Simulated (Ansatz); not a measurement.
Starting structure, (001) slab as cut from the bulk (NbP, I4_1md (No. 109), (0 0 1) face):

```
CELL_PARAMETERS angstrom
3.32025 0.00000 0.00000
0.00000 3.32025 0.00000
0.00000 0.00000 24.39647
ATOMIC_POSITIONS crystal
Nb 0.50000 0.50000 0.30742
P 0.00000 0.00000 0.34549
Nb 0.00000 0.50000 0.42312
P 0.50000 0.00000 0.46118
Nb 0.00000 0.00000 0.53882
P 0.50000 0.50000 0.57688
Nb 0.50000 0.00000 0.65451
P 0.00000 0.50000 0.69258
```

Computed with Ansatz 0.2.0, DFT PBEsol, scalar-relativistic, plane waves, PAW. Plane waves to 420 eV, a k mesh through Γ of 10×10×1 on the computed 8-atom cell and Gaussian smearing (0.10 eV); no spin polarisation. The cell repeats along c with a dipole correction in the vacuum.

All atoms are free. The cell is fixed. Force threshold 0.02 eV/Å.

```json
{"step": "1", "E − E_final (eV)": "0.066", "largest force (eV/Å)": "1.001"}
{"step": "2", "E − E_final (eV)": "0.065", "largest force (eV/Å)": "1.008"}
{"step": "3", "E − E_final (eV)": "0.001", "largest force (eV/Å)": "0.132"}
{"step": "4", "E − E_final (eV)": "0.000", "largest force (eV/Å)": "0.015"}
{"step": "5", "E − E_final (eV)": "0.000", "largest force (eV/Å)": "0.015"}
```

Task: What is the final structure?

Result:
```yaml
crystal:
  lattice:
    - [3.32025, 0.00000, 0.00000]
    - [0.00000, 3.32025, 0.00000]
    - [0.00000, 0.00000, 24.39647]
  atoms:
    - { symbol: Nb, position: [0.50000, 0.50000, 0.31131] }
    - { symbol: P, position: [0.00000, 0.00000, 0.34471] }
    - { symbol: Nb, position: [0.00000, 0.50000, 0.42257] }
    - { symbol: P, position: [0.50000, 0.00000, 0.46099] }
    - { symbol: Nb, position: [0.00000, 0.00000, 0.53809] }
    - { symbol: P, position: [0.50000, 0.50000, 0.57667] }
    - { symbol: Nb, position: [0.50000, 0.00000, 0.65471] }
    - { symbol: P, position: [0.00000, 0.50000, 0.69096] }
```

Cost: 1 run of about 3.9 core-minutes, on AMD EPYC 7R43 (Zen 3) (shared hosts).